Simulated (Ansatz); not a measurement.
`OCCO`: measurement beside calculation (Ansatz, PBE0-D4/def2-TZVP geometry).

Z-matrix (Å, degrees):
```
C
C 1 1.511
O 1 1.405 2 111.3
H 1 1.094 2 110.1 3 119.3
H 1 1.103 2 109.4 3 -123.0
O 2 1.418 1 110.8 3 56.7
H 2 1.092 1 109.7 3 -59.7
H 2 1.098 1 110.6 3 -179.0
H 3 0.964 1 106.3 2 -41.9
H 6 0.961 2 108.4 1 72.1
```

Measured: 15361.18508 ± 0.00025 MHz (A, aGg' conformer, ground vibrational state, reduced axis system common to both tunneling sublevels, sub-millimeter rotational spectroscopy, global fit with earlier lines); 5588.242432 ± 6.1e-05 MHz (B, aGg' conformer, ground vibrational state, reduced axis system common to both tunneling sublevels, sub-millimeter rotational spectroscopy, global fit with earlier lines); 4614.48963 ± 5.8e-05 MHz (C, aGg' conformer, ground vibrational state, reduced axis system common to both tunneling sublevels, sub-millimeter rotational spectroscopy, global fit with earlier lines). Source: The Sub-millimeter Rotational Spectrum of Ethylene Glycol up to 890 GHz and Application to ALMA Band 10 Spectral Line Data of NGC 6334I, 2019 (arxiv:1912.01472).

```tsv
constant	measured (MHz)	computed (MHz)	error (%)
A	15361	15302	-0.4
B	5588	5656	1.2
C	4614	4680	1.4
```

Computed constants are equilibrium values for the main isotopes; measured ground-state ones include zero-point motion, which usually lowers them by up to about 1 %.
